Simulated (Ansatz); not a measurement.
Write the native input for Ansatz 0.2.0 that does the following.

```yaml
Task: band structure
Functional: LDA
Potentials_or_basis: Ansatz PAW
Cutoff: "420 eV (not typed: the program's choice for these potentials)"
k_mesh: 10 × 10 × 9
Occupations: fermi-dirac, width 0.05 eV
Spin: no spin polarisation
Path: "[[\"G\", \"M\", \"K\", \"G\", \"A\", \"L\", \"H\", \"A\"], [\"L\", \"M\"], [\"K\", \"H\"]]"
Points_for_each_segment_of_the_path: 14
```

Crystal: TaN.

```
Ta N
1.0
     2.93800    0.00000    0.00000
    -1.46900    2.54438    0.00000
     0.00000    0.00000    2.88300
Ta N
1 1
Direct
  0.00000 0.00000 0.50000
  0.66667 0.33333 0.00000
```

The input as run:

input.yaml

```yaml
crystal:
  lattice:
    - [2.938, 0.0, 0.0]
    - [-1.469, 2.5443826363, 0.0]
    - [0.0, 0.0, 2.883]
  atoms:
    - { symbol: Ta, position: [0.0, 0.0, 0.5] }
    - { symbol: "N", position: [0.6666666667, 0.3333333333, 0.0] }
hamiltonian:
  xc: lda
  pseudopotentials: { kind: paw }
kpoints:
  mp_grid: { grid: [10, 10, 9] }
  band_path:
    path:
      - [[0.0, 0.0, 0.0], [0.5, 0.0, 0.0], [0.3333333333, 0.3333333333, 0.0], [0.0, 0.0, 0.0], [0.0, 0.0, 0.5], [0.5, 0.0, 0.5], [0.3333333333, 0.3333333333, 0.5], [0.0, 0.0, 0.5]]
      - [[0.5, 0.0, 0.5], [0.5, 0.0, 0.0]]
      - [[0.3333333333, 0.3333333333, 0.0], [0.3333333333, 0.3333333333, 0.5]]
    npoints: 14
scf:
  occupations: { method: fermi_dirac, width: 0.05 }
  n_extra_bands: 6
output:
  forces: true
  stress: true
  eigenvalues: true
  fatbands: true
```

Potentials or basis: Ansatz PAW.

Launch:

```sh
$ ansatz run input.yaml --threads 2 --pin off --max-ram 5632MiB --backend cpu --events-out ev --progress --plain --runs-dir out
```

It gave:

```json
{
  "Pressure": "-11.6 GPa",
  "Band gap on the k mesh": "none (metal or under the smearing width)"
}
```

Caveat: the pressure holds a Pulay correction of +0.6 GPa for the finite cutoff; spin-orbit coupling is left out, which moves the levels of the heavy elements; the PAW data sets come from PBE, with cores solved anew for the run's functional, which leaves a small shift of forces and pressure.

Run time: 2.6 s on 2 threads of AMD EPYC 7R13 Processor (Zen 3) (shared host), peak memory 0.34 GiB.
